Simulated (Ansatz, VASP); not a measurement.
# One calculation of TiCo, two programs

File INCAR:

```
SYSTEM = TiCo
ALGO = Normal
EDIFF = 1E-6
ENCUT = 520
GGA = CA
ISIF = 2
ISMEAR = -1
ISPIN = 2
LASPH = .TRUE.
LCHARG = .FALSE.
LMAXMIX = 4
LORBIT = 11
LREAL = .FALSE.
LWAVE = .FALSE.
MAGMOM = 0 0.4
NBANDS = 22
NELM = 150
PREC = Accurate
SIGMA = 0.05
```

The input KPOINTS:

```
k-points
0
G
  12 12 12
  0 0 0
```

File POSCAR:

```
TiCo
1.0
    3.0164276150      0.0000000000      0.0000000000
    0.0000000000      3.0164276150      0.0000000000
    0.0000000000      0.0000000000      2.9263887702
Ti Co
1 1
Direct
    0.0000000000      0.0000000000      0.0000000000
    0.5000000000      0.5000000000      0.5000000000
```

Input for Ansatz:

```yaml
crystal:
  lattice:
    - [3.016427615, 0.0, 0.0]
    - [0.0, 3.016427615, 0.0]
    - [0.0, 0.0, 2.9263887702]
  atoms:
    - { symbol: Ti, position: [0.0, 0.0, 0.0] }
    - { symbol: Co, position: [0.5, 0.5, 0.5], spin: 0.4 }
magnetization:
  spin_polarized: true
kpoints:
  mp_grid: { grid: [12, 12, 12] }
scf:
  occupations: { method: fermi_dirac, width: 0.05 }
  lower_state_search: "off"
hamiltonian:
  xc: lda
  pseudopotentials: { kind: all_electron, datasets: crystal }
output:
  eigenvalues: false
  eigenstates:
    nscf_kmesh: { grid: [17, 17, 18] }
    top_band: c23
    magnetocrystalline_anisotropy:
      directions: [[0.0, 0.0, 1.0], [1.0, 0.0, 0.0], [0.70710678, 0.70710678, 0.0]]
```

Change from the starting cell: stretched by -2 % along [0.0, 0.0, 1.0] at fixed volume; anisotropy by the force theorem, datasets made for the crystal.

Alike in both runs: task single point; functional LDA; k mesh 12 × 12 × 12; occupations fermi-dirac, width 0.05 eV; collinear spin.

|  | VASP | Ansatz |
| --- | --- | --- |
| version | VASP 6.6.1 | Ansatz 0.2.0 |
| potentials or method | VASP PAW LDA potentials, release 64 (Ti_sv, Co) | all-electron PAW with datasets made for the crystal, scalar-relativistic |
| plane-wave cutoff (eV) | 520 | see its input |

Ansatz gave:

- net moment per atom (μB): 0.21
- size of the moment on the site where the two differ most (μB): 0.44

Which values does VASP return?

net moment per atom (μB): 0.07; size of the moment on the site where the two differ most (μB): 0.14.

The net moments differ so much that the two runs ended in different magnetic states, which moves the other rows too. Site moments also hang on the region over which each program counts them. Ansatz ran all-electron here, so the differences hold the error of VASP's frozen core and of both bases. Ansatz warned: «band_levels_unverified».
